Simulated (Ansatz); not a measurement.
Calculation for Ag (omega type): DFT, PBE, PAW with Ansatz's default frozen-core files, scalar-relativistic (Ansatz 0.2.0). This run: omega relaxed under pressure.

The start is a guessed cell of a prototype that needn't be stable.

Command: `ansatz run input.yaml --threads 1 --pin off --max-ram 3584MiB --backend cpu --events-out ev --progress --plain --runs-dir out` It took 21 s on 1 thread of Intel(R) Xeon(R) Platinum 8488C (Sapphire Rapids), on a shared host, peak memory 0.42 GiB.

```yaml
crystal:
  lattice:
    - [4.0855434403, 0.0, 0.0]
    - [-2.0427717202, 3.5381844076, 0.0]
    - [0.0, 0.0, 2.533036933]
  atoms:
    - { symbol: Ag, position: [0.0, 0.0, 0.0] }
    - { symbol: Ag, position: [0.3333333333, 0.6666666667, 0.5] }
    - { symbol: Ag, position: [0.6666666667, 0.3333333333, 0.5] }
kpoints:
  mp_grid: { grid: [9, 9, 12] }
scf:
  occupations: { method: fermi_dirac, width: 0.08 }
hamiltonian:
  xc: pbe
  pseudopotentials: { kind: paw }
output:
  forces: true
  stress: true
  eigenvalues: true
  write_density: true
  write_potential: true
  elf: true
  volumetric_format: npy
relax:
  f_tol: 0.005
  max_steps: 40
  cell: { p_target: 100.0, stress_tol: 0.05 }
```

Output:

```
Engine: ansatz 0.2.0
Pseudopotentials: kind: paw
Pseudopotential: Ag, paw, valence charge 19, recommended cutoff 420 eV (normal), Ag.paw.azcp
Functional definition: PBE
  parameter kappa = 0.804
  parameter beta = 0.06672455060314922
  exchange = pbe_x(kappa = kappa, mu = beta*pi^2/3)
  correlation = pbe_c(beta = beta)
Crystal: 3 atoms, lattice volume = 36.616 Å³
Basis set: ecut = 420 eV, 705 PW (Γ), exchange–correlation on 60×60×36 points (8 copies of the dense FFT grid, shifted against one another)
Bands: 35, of which v1, the nominal top of the filled ones, is band 29 counted from 1 (28 counted from 0)
Symmetry: 24 space group operations
Space group: P6/mmm (ITA 191), of the structure as read, at distance tolerance 3.3e-5 Å
k-points: 84 of 972
Non-local potential: Ag, projectors of the file, l = 0: 3, l = 1: 2, l = 2: 2, l = 3: 1
PAW form: soft (Blöchl's): semilocal exchange-correlation on the pseudo side does not see the compensation charge
PAW one-centre angular grid: Ag, 590 points (default); XC on 64 Gauss nodes
Initial density: superposition of atomic densities (neutral atoms: chi_scale 0, normalization atom), corrected by the library's trained network
Initial wavefunctions: pseudopotential atomic-orbital guess
Functional: x = pbe(κ = 0.804, μ = 0.2195149727645171), c = pbe(β = 0.06672455060314922)
SCF iter   1: F=—  HF=-22767.447685 eV  |F-HF|=—  |Δ(HF+E_count)|=         —  Δρ=4.88e-3  dr2=9.75e-3  ethr=1.77e-3  ⟨swp⟩=5.3  Hψ=10210  notcnv=0  defer=8
preconditioner: auto → none  [metal: Δε(μ)=0.134 eV  Ē_g=14.739 eV  σ=0.080 eV  W_gap=0.35  n_scr=8 (ndim 8)  ℏωp=35.3 eV  f_vac=0.000  D(μ)=0.51/eV (n_scr^D=0)  sad-step TF]
SCF iter   2: F=—  HF=-22767.446371 eV  |F-HF|=—  |Δ(HF+E_count)|=   1.31e-3  Δρ=2.88e-3  dr2=4.38e-3  ethr=1.71e-5  ⟨swp⟩=1.3  Hψ=3671  notcnv=0  defer=22
SCF iter   3: F=—  HF=-22767.445159 eV  |F-HF|=—  |Δ(HF+E_count)|=   1.21e-3  Δρ=2.28e-4  dr2=2.08e-5  ethr=7.68e-6  ⟨swp⟩=2.0  Hψ=3775  notcnv=0  defer=22
SCF iter   4: F=—  HF=-22767.445153 eV  |F-HF|=—  |Δ(HF+E_count)|=   5.73e-6  Δρ=9.27e-5  dr2=1.90e-6  ethr=3.66e-8  ⟨swp⟩=2.0  Hψ=4283  notcnv=0  defer=22
iter 5 did not close the SCF: its close was put off for the readings that it lacked (scf_convergence_deferred on its scf_iter line)
SCF iter   5: F=-22767.445153 eV  HF=-22767.445153 eV  |F-HF|=4.46e-8  |Δ(HF+E_count)|=   2.44e-7  Δρ=1.93e-5  dr2=9.29e-8  ethr=3.33e-9  ⟨swp⟩=2.0  Hψ=4839  notcnv=0  defer=22
SCF iter   6: F=-22767.445153 eV  HF=-22767.445153 eV  |F-HF|=7.61e-9  |Δ(HF+E_count)|=   1.91e-9  Δρ=7.02e-6  dr2=1.09e-8  ethr=1.63e-10  ⟨swp⟩=8.2  Hψ=18045  notcnv=0
SCF 1 converged in 6 iterations: F = -22767.445153 eV  dr2 = 1.09e-8
  greatest PAW one-centre occupation: 1.000 electrons in one spin orbital (limit 2), on the Ag atom at site 0 (counted from 0), in its partial waves of l = 0
relax step   1: F+E_penalty+E_count = -22767.44515261 eV  Δ(F+E_penalty+E_count) = +0.000e0 eV  max|allowed force component| = 1.419e-16 eV/Å  Δτ_max = 0.0000 Å  P = +108.881 GPa  Ω = 36.616 Å³  (6 SCF iters, dr2 threshold 1.00e-7 eV, accepted)
Crystal: 3 atoms, lattice volume = 37.710 Å³
Basis set: ecut = 420 eV, 723 PW (Γ), exchange–correlation on 60×60×36 points (8 copies of the dense FFT grid, shifted against one another)
Initial density: handed on by an earlier stage of this run
Initial wavefunctions: those handed on with the density
iter 1 solved again at ethr=3.25e-6 eV; its pass at ethr=3.10e-3 eV (dr2=1.85e-3 eV) is discarded
SCF iter   1: F=—  HF=-22768.196106 eV  |F-HF|=—  |Δ(HF+E_count)|=         —  Δρ=2.81e-3  dr2=1.71e-3  ethr=3.25e-6  ⟨swp⟩=2.1  Hψ=14858  notcnv=0
preconditioner: auto → none  [metal: Δε(μ)=0.064 eV  Ē_g=14.417 eV  σ=0.080 eV  W_gap=0.19  n_scr=8 (ndim 8)  ℏωp=34.7 eV  f_vac=0.000  D(μ)=0.64/eV (n_scr^D=6)]
SCF iter   2: F=—  HF=-22768.195805 eV  |F-HF|=—  |Δ(HF+E_count)|=   3.02e-4  Δρ=1.32e-3  dr2=2.09e-4  ethr=3.00e-6  ⟨swp⟩=2.3  Hψ=4180  notcnv=0
SCF iter   3: F=—  HF=-22768.195814 eV  |F-HF|=—  |Δ(HF+E_count)|=   9.67e-6  Δρ=3.26e-4  dr2=2.31e-5  ethr=3.66e-7  ⟨swp⟩=2.2  Hψ=5285  notcnv=0
iter 4 did not close the SCF: its close was put off for the readings that it lacked (scf_convergence_deferred on its scf_iter line)
SCF iter   4: F=-22768.195813 eV  HF=-22768.195813 eV  |F-HF|=1.11e-7  |Δ(HF+E_count)|=   9.65e-7  Δρ=4.45e-5  dr2=2.02e-7  ethr=4.06e-8  ⟨swp⟩=2.0  Hψ=4189  notcnv=0
iter 5 did not close the SCF: its close was put off for the readings that it lacked (scf_convergence_deferred on its scf_iter line)
SCF iter   5: F=-22768.195813 eV  HF=-22768.195813 eV  |F-HF|=1.68e-9  |Δ(HF+E_count)|=   1.38e-7  Δρ=6.13e-6  dr2=5.76e-9  ethr=3.54e-10  ⟨swp⟩=2.5  Hψ=4763  notcnv=0
SCF iter   6: F=-22768.195813 eV  HF=-22768.195813 eV  |F-HF|=5.93e-10  |Δ(HF+E_count)|=   1.02e-9  Δρ=1.93e-6  dr2=8.70e-10  ethr=1.01e-11  ⟨swp⟩=4.0  Hψ=15082  notcnv=0
SCF 2 converged in 6 iterations: F = -22768.195813 eV  dr2 = 8.70e-10
relax step   2: F+E_penalty+E_count = -22768.19581338 eV  Δ(F+E_penalty+E_count) = -7.507e-1 eV  max|allowed force component| = 7.401e-17 eV/Å  Δτ_max = 0.0000 Å  P = +92.526 GPa  Ω = 37.710 Å³  energy of the carried Pulay correction = -9.621e-4 eV  (6 SCF iters, dr2 threshold 3.00e-7 eV, accepted)
Crystal: 3 atoms, lattice volume = 37.190 Å³
Basis set: ecut = 420 eV, 699 PW (Γ), exchange–correlation on 60×60×36 points (8 copies of the dense FFT grid, shifted against one another)
iter 1 solved again at ethr=7.49e-7 eV; its pass at ethr=3.10e-3 eV (dr2=4.27e-4 eV) is discarded
SCF iter   1: F=—  HF=-22767.887804 eV  |F-HF|=—  |Δ(HF+E_count)|=         —  Δρ=1.07e-3  dr2=3.22e-4  ethr=7.49e-7  ⟨swp⟩=2.0  Hψ=14420  notcnv=0
preconditioner: auto → none  [metal: Δε(μ)=0.061 eV  Ē_g=14.565 eV  σ=0.080 eV  W_gap=0.18  n_scr=8 (ndim 8)  ℏωp=35.0 eV  f_vac=0.000  D(μ)=0.62/eV (n_scr^D=0)]
SCF iter   2: F=—  HF=-22767.887722 eV  |F-HF|=—  |Δ(HF+E_count)|=   8.24e-5  Δρ=4.83e-4  dr2=3.24e-5  ethr=5.65e-7  ⟨swp⟩=2.3  Hψ=4137  notcnv=0
[... lines left out ...]
iter 5 did not close the SCF: its close was put off for the readings that it lacked (scf_convergence_deferred on its scf_iter line)
SCF iter   5: F=-22767.872885 eV  HF=-22767.872885 eV  |F-HF|=0.00e0  |Δ(HF+E_count)|=   1.42e-9  Δρ=2.08e-7  dr2=4.80e-12  ethr=1.00e-12  ⟨swp⟩=2.0  Hψ=4213  notcnv=0
SCF iter   6: F=-22767.872885 eV  HF=-22767.872885 eV  |F-HF|=7.28e-12  |Δ(HF+E_count)|=  7.28e-12  Δρ=1.43e-8  dr2=2.67e-14  ethr=1.00e-12  ⟨swp⟩=3.0  Hψ=10023  notcnv=0
SCF 5 converged in 6 iterations: F = -22767.872885 eV  dr2 = 2.67e-14
relax step   5: F+E_penalty+E_count = -22767.87288496 eV  Δ(F+E_penalty+E_count) = -3.920e-4 eV  max|allowed force component| = 8.635e-17 eV/Å  Δτ_max = 0.0000 Å  P = +99.991 GPa  Ω = 37.165 Å³  stress off target by 1.87e-2 GPa  SCF on the basis re-selected at this cell (its energy is not comparable with the rows above)  (6 SCF iters)
basis re-selected at this cell: Δ(F+E_penalty+E_count) = -3.920e-4 eV, ΔP = -0.016 GPa vs the last step (what re-selecting the basis moved, of the pressure what is left beyond the Pulay correction that the steps carried, after the strain that the cell walked since its last selection, with what the two solves' SCF thresholds leave and, on support functions, any second-order correction that the steps lacked; it is no measure of the basis error at this ecutwfc). This SCF's stress stands 1.87e-2 GPa from its target on what of the cell is left free (relax.cell.stress_tol is 5.00e-2 GPa) and its largest allowed force component is 8.64e-17 eV/Å (relax.f_tol is 5.00e-3 eV/Å): within both
SCF converged after 6 iterations
Free energy (F): -22767.872885 eV
Harris-Foulkes:  -22767.872885 eV  (|F-HF|=7.28e-12)
Internal energy: -22767.859920 eV  (E = F + TS)
E sigma→0 (E₀):  -22767.866403 eV
Entropy (-TS):   -0.012965 eV (-4.322 meV/atom)
Fermi energy:    26.219967 eV
--- Per-component energies (eV) ---
  E_band       = -276.551497
  E_kinetic    = 1607.376423
  E_local      = -5078.794531  (includes V_loc(G=0)·N_el)
  E_nonlocal   = 238.183815
  E_hartree    = 2454.886410
  E_xc         = -565.516649
  E_vxc        = -719.837216  (∫ρ·V_xc dr)
  E_paw        = -11705.788321  (= ΣΔE_a)
  E_vpaw       = -1233.253732  (= ΣTr[D̂ρ^β])
  E_aug_tail   = 0.000922  (compensation charges beyond the density's cutoff)
  E_ewald      = -9718.207990
  E_smearing   = -0.012965  (= −TS)
  E_closure    = 0.000000  (closes the sum)
  Σ components = -22767.872885   (vs F -22767.872885, Δ=0.00e0)
--- Forces (eV/Å), atoms counted from 1 ---
  atom   1  Ag    -0.00000000     0.00000000     0.00000000
  atom   2  Ag     0.00000000    -0.00000000     0.00000000
  atom   3  Ag     0.00000000     0.00000000     0.00000000
  max |Σ_I F_I| component: 7.40e-17 eV/Å
--- Stress (GPa, compression-positive) ---
       99.996466      -0.000000      -0.000000
        0.000000      99.996466      -0.000000
       -0.000000      -0.000000      99.981347
  P = ⅓ Tr σ = 99.9914 GPa (999.914 kbar)
--- Band table (eV; the first three rows and the last of 84) ---
  k-point 0: bands = ["-67.0543", "-66.9397", "-66.8890", "-30.7466", "-30.7466", "-30.4936", "-30.4936", "-30.3202", "-30.2109", "-30.2105", "-30.2105", "-30.1688", "15.5745", "17.0512", "18.9315", "19.2245", "19.2896", "19.2896", "19.3946", "19.3946", "20.1708", "20.1708", "21.0873", "21.0873", "21.1757", "21.1757", "23.0739", "23.0739", "31.9480", "31.9480", "31.9664", "31.9664", "33.1643", "33.4773", "40.2213"]
  k-point 1: bands = ["-67.0507", "-66.9366", "-66.8863", "-30.7432", "-30.7432", "-30.4862", "-30.4862", "-30.3506", "-30.2410", "-30.2121", "-30.2121", "-30.2017", "15.7779", "17.2497", "19.1390", "19.1390", "19.1944", "19.2590", "19.2590", "19.4195", "20.0675", "20.0675", "21.1599", "21.1599", "21.2572", "21.2572", "22.9835", "22.9835", "32.1549", "32.1549", "32.2181", "32.2181", "33.2154", "33.5232", "39.0570"]
  k-point 2: bands = ["-67.0408", "-66.9282", "-66.8788", "-30.7338", "-30.7338", "-30.4652", "-30.4652", "-30.4333", "-30.3227", "-30.2910", "-30.2173", "-30.2173", "16.3342", "17.8070", "18.6951", "18.6951", "18.9115", "18.9115", "19.9468", "20.0008", "20.0008", "20.0167", "21.0696", "21.0696", "21.5577", "21.5577", "22.7995", "22.7995", "32.7105", "32.7105", "32.9013", "32.9013", "33.3870", "33.6538", "36.6513"]
  k-point 83: bands = ["-66.9469", "-66.9469", "-66.8485", "-30.8302", "-30.7278", "-30.7278", "-30.5628", "-30.4859", "-30.4859", "-30.3228", "-30.3228", "-30.2247", "16.9261", "18.2958", "18.2958", "18.3289", "18.7138", "18.7138", "19.6844", "19.6844", "20.6086", "20.6086", "20.9657", "22.9472", "23.0522", "23.4947", "23.4947", "26.7091", "29.0586", "29.0586", "32.1005", "32.1005", "32.9113", "40.5000", "40.7356"]
--- Relaxed structure (4 steps of the walk, 4 accepted, 1 SCFs on fresh bases) ---
  F+E_penalty+E_count = -22767.87288496 eV   max|allowed force component| = 8.635e-17 eV/Å   (the final SCF, on the basis selected at the relaxed cell)
  cell:  # Å, volume = 37.1651 Å³
    - [4.158003985309841, 2.937954777151278e-11, 0.0]
    - [-2.079001992680363, 3.6009370803005694, 0.0]
    - [0.0, 0.0, 2.4821900671194257]
  atoms:
    - { symbol: Ag, position: [-7.296755795513732e-35, -1.1188947609138844e-34, 0.0] }
    - { symbol: Ag, position: [0.3333333333333333, 0.6666666666666666, 0.5] }
    - { symbol: Ag, position: [0.6666666666666666, 0.33333333333333337, 0.5] }
```

Next run (simple hexagonal relaxed under pressure), as changes to the input before:

```diff
   lattice:
-    - [4.0855434403, 0.0, 0.0]
-    - [-2.0427717202, 3.5381844076, 0.0]
-    - [0.0, 0.0, 2.533036933]
+    - [2.4810028466, 0.0, 0.0]
+    - [-1.2405014233, 2.1486114921, 0.0]
+    - [0.0, 0.0, 2.3321426758]
   atoms:
-    - { symbol: Ag, position: [0.3333333333, 0.6666666667, 0.5] }
-    - { symbol: Ag, position: [0.6666666667, 0.3333333333, 0.5] }
 kpoints:
-  mp_grid: { grid: [9, 9, 12] }
+  mp_grid: { grid: [18, 18, 16] }
 scf:
   eigenvalues: true
-  write_density: true
-  write_potential: true
-  elf: true
-  volumetric_format: npy
 relax:
```

Results part of the output:

```
basis re-selected at this cell: Δ(F+E_penalty+E_count) = -3.531e-4 eV, ΔP = -0.026 GPa vs the last step (what re-selecting the basis moved, of the pressure what is left beyond the Pulay correction that the steps carried, after the strain that the cell walked since its last selection, with what the two solves' SCF thresholds leave and, on support functions, any second-order correction that the steps lacked; it is no measure of the basis error at this ecutwfc). The dense FFT grid was sized anew with the basis: this SCF ran on 18×18×18 points, the steps before it on 18×18×16, so part of this shift can come from that change (see relax.cell in the input reference). This SCF's stress stands 3.16e-2 GPa from its target on what of the cell is left free (relax.cell.stress_tol is 5.00e-2 GPa) and its largest allowed force component is 0.00e0 eV/Å (relax.f_tol is 5.00e-3 eV/Å): within both
SCF converged after 5 iterations
Free energy (F): -7589.059892 eV
Harris-Foulkes:  -7589.059892 eV  (|F-HF|=2.73e-12)
Internal energy: -7589.055069 eV  (E = F + TS)
E sigma→0 (E₀):  -7589.057481 eV
Entropy (-TS):   -0.004823 eV (-4.823 meV/atom)
Fermi energy:    24.859795 eV
--- Per-component energies (eV) ---
  E_band       = -114.310706
  E_kinetic    = 536.220938
  E_local      = -1809.704168  (includes V_loc(G=0)·N_el)
  E_nonlocal   = 79.482560
  E_hartree    = 865.576734
  E_xc         = -188.437557
  E_vxc        = -239.846828  (∫ρ·V_xc dr)
  E_paw        = -3902.203328  (= ΣΔE_a)
  E_vpaw       = -411.617003  (= ΣTr[D̂ρ^β])
  E_aug_tail   = 0.000298  (compensation charges beyond the density's cutoff)
  E_ewald      = -3169.990546
  E_smearing   = -0.004823  (= −TS)
  E_closure    = 0.000000  (closes the sum)
  Σ components = -7589.059892   (vs F -7589.059892, Δ=0.00e0)
--- Forces (eV/Å), atoms counted from 1 ---
  atom   1  Ag     0.00000000     0.00000000     0.00000000
  max |Σ_I F_I| component: 0.00e0 eV/Å
--- Stress (GPa, compression-positive) ---
       99.975878       0.000000       0.000000
        0.000000      99.975878       0.000000
        0.000000       0.000000      99.968364
  P = ⅓ Tr σ = 99.9734 GPa (999.734 kbar)
--- Band table (eV; the first three rows and the last of 333) ---
  k-point 0: bands = ["-68.2178", "-31.3817", "-31.3817", "-31.3541", "14.7731", "15.9957", "18.5830", "18.5830", "21.8893", "21.8893", "40.9542", "41.3135", "48.0608", "48.0608"]
  k-point 1: bands = ["-68.2150", "-31.3800", "-31.3796", "-31.3796", "14.8784", "16.1153", "18.5986", "18.5986", "21.8104", "21.8104", "40.1064", "41.4011", "48.3468", "48.3468"]
  k-point 2: bands = ["-68.2070", "-31.4533", "-31.3736", "-31.3736", "15.1520", "16.5013", "18.6430", "18.6430", "21.5907", "21.5907", "38.2506", "41.6507", "49.1798", "49.1798"]
  k-point 332: bands = ["-68.0440", "-31.8988", "-31.7660", "-31.7660", "17.0416", "17.0416", "19.3043", "19.3043", "22.7639", "33.6278", "36.4366", "36.4366", "38.3209", "38.3209"]
--- Relaxed structure (5 steps of the walk, 5 accepted, 1 SCFs on fresh bases) ---
  F+E_penalty+E_count = -7589.05989214 eV   max|allowed force component| = 0.000e0 eV/Å   (the final SCF, on the basis selected at the relaxed cell)
  cell:  # Å, volume = 12.8881 Å³
    - [2.491665739168484, -2.750171183235653e-34, 0.0]
    - [-1.245832869584242, 2.1578458278592376, 0.0]
    - [0.0, 0.0, 2.3970541720044243]
  atoms:
    - { symbol: Ag, position: [0.0, 0.0, 0.0] }
```

Next run (sc relaxed under pressure), as changes to the input before:

```diff
   lattice:
-    - [2.4810028466, 0.0, 0.0]
-    - [-1.2405014233, 2.1486114921, 0.0]
-    - [0.0, 0.0, 2.3321426758]
+    - [2.3302399805, 0.0, 0.0]
+    - [0.0, 2.3302399805, 0.0]
+    - [0.0, 0.0, 2.3302399805]
   atoms:
 kpoints:
-  mp_grid: { grid: [18, 18, 16] }
+  mp_grid: { grid: [16, 16, 16] }
 scf:
```

Command: `ansatz run input.yaml --threads 1 --pin off --max-ram 3584MiB --backend cpu --events-out ev --progress --plain --runs-dir out` It took 11 s on 1 thread of Intel(R) Xeon(R) Platinum 8488C (Sapphire Rapids), on a shared host, peak memory 0.35 GiB.

Results part of the output:

```
basis re-selected at this cell: Δ(F+E_penalty+E_count) = -5.766e-4 eV, ΔP = -0.046 GPa vs the last step (what re-selecting the basis moved, of the pressure what is left beyond the Pulay correction that the steps carried, after the strain that the cell walked since its last selection, with what the two solves' SCF thresholds leave and, on support functions, any second-order correction that the steps lacked; it is no measure of the basis error at this ecutwfc). This SCF's stress stands 4.70e-2 GPa from its target on what of the cell is left free (relax.cell.stress_tol is 5.00e-2 GPa) and its largest allowed force component is 0.00e0 eV/Å (relax.f_tol is 5.00e-3 eV/Å): within both
SCF converged after 6 iterations
Free energy (F): -7588.785640 eV
Harris-Foulkes:  -7588.785640 eV  (|F-HF|=9.09e-13)
Internal energy: -7588.782689 eV  (E = F + TS)
E sigma→0 (E₀):  -7588.784165 eV
Entropy (-TS):   -0.002950 eV (-2.950 meV/atom)
Fermi energy:    23.404760 eV
--- Per-component energies (eV) ---
  E_band       = -135.854820
  E_kinetic    = 536.642167
  E_local      = -1925.210399  (includes V_loc(G=0)·N_el)
  E_nonlocal   = 79.896729
  E_hartree    = 912.464760
  E_xc         = -188.261818
  E_vxc        = -239.599355  (∫ρ·V_xc dr)
  E_paw        = -3902.726271  (= ΣΔE_a)
  E_vpaw       = -412.513898  (= ΣTr[D̂ρ^β])
  E_aug_tail   = 0.000325  (compensation charges beyond the density's cutoff)
  E_ewald      = -3101.588183
  E_smearing   = -0.002950  (= −TS)
  E_closure    = 0.000000  (closes the sum)
  Σ components = -7588.785640   (vs F -7588.785640, Δ=0.00e0)
--- Forces (eV/Å), atoms counted from 1 ---
  atom   1  Ag    -0.00000000    -0.00000000    -0.00000000
  max |Σ_I F_I| component: 2.47e-32 eV/Å
--- Stress (GPa, compression-positive) ---
       99.952974       0.000000      -0.000000
        0.000000      99.952974      -0.000000
       -0.000000      -0.000000      99.952974
  P = ⅓ Tr σ = 99.9530 GPa (999.530 kbar)
--- Band table (eV; the first three rows and the last of 165) ---
  k-point 0: bands = ["-69.3703", "-32.4990", "-32.4990", "-32.4990", "13.9784", "14.8145", "14.8145", "20.7256", "20.7256", "20.7256", "40.5589", "40.5589", "40.5589", "48.0705"]
  k-point 1: bands = ["-69.3671", "-32.5270", "-32.4967", "-32.4967", "14.1007", "14.8366", "14.9278", "20.6338", "20.6338", "20.7329", "39.6200", "40.7675", "40.7675", "47.5941"]
  k-point 2: bands = ["-69.3583", "-32.6066", "-32.4901", "-32.4901", "14.4022", "14.9000", "15.3176", "20.3795", "20.3795", "20.7538", "37.6354", "41.3672", "41.3672", "46.4891"]
  k-point 164: bands = ["-69.1309", "-33.0473", "-33.0473", "-33.0473", "15.6123", "15.6123", "15.6123", "22.4126", "22.4126", "33.1719", "35.1259", "35.1259", "35.1259", "42.1153"]
--- Relaxed structure (5 steps of the walk, 5 accepted, 1 SCFs on fresh bases) ---
  F+E_penalty+E_count = -7588.78563975 eV   max|allowed force component| = 0.000e0 eV/Å   (the final SCF, on the basis selected at the relaxed cell)
  cell:  # Å, volume = 13.4415 Å³
    - [2.377659964030395, 1.925929944387236e-34, 1.79753461476142e-33]
    - [1.925929944387236e-34, 2.377659964030395, 0.0]
    - [-2.567906592516314e-34, 0.0, 2.377659964030395]
  atoms:
    - { symbol: Ag, position: [0.0, 0.0, 0.0] }
```
